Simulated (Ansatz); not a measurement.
Zinc-blende ZnTe was calculated with r²SCAN+SOC (PAW; Ansatz, a program for electronic structure).

Run with plane-wave cutoff 560 eV, 10×10×10 k mesh, Fermi–Dirac smearing 0.01 eV, PAW data made under PBE.

Energies at three volumes about the minimum:

```json
[
 {"V (Å³/atom)": "28.012", "E − E_lowest (meV/atom)": "1.83"},
 {"V (Å³/atom)": "28.583", "E − E_lowest (meV/atom)": "0.00"},
 {"V (Å³/atom)": "29.155", "E − E_lowest (meV/atom)": "1.70"}
]
```

**Question.** Fit a parabola by hand: where is the minimum, what lattice constant follows, and what is the bulk modulus?

**Answer.** Slopes: (0.00 − 1.83)/(28.583 − 28.012) = -3.205 and (1.70 − 0.00)/(29.155 − 28.583) = 2.972 meV/Å³. Curvature E″ = 2 × (2.972 − (-3.205))/(29.155 − 28.012) = 10.808 meV/Å⁶. From the middle of the first interval, the slope vanishes at V0 = 28.2975 − (-3.205)/10.808 = 28.594 Å³/atom. B = V0 E″ = 28.594 × 10.808 meV/Å³ × 0.1602 GPa per meV/Å³ = 49.5 GPa. With 8 atoms in the cube, a = (8 × 28.594)^(1/3) = 6.116 Å. The full Birch–Murnaghan fit to all volumes gives V0 = 28.583 Å³/atom and B0 = 49.4 GPa.

Measured, for comparison: bulk modulus 51 ± 3 GPa (room temperature, not corrected to a static lattice; as tabulated in Determination of phase transition pressures of ZnTe under quasihydrostatic …); lattice constant a 6.104 Å (room temperature, not corrected to a static lattice, our sources range from 6.089 to 6.104; as tabulated in Albrecht et al. (1997), arXiv:cond-mat/9706128). Computed (rounded) less measured: bulk modulus -3 % (inside the measured uncertainty).
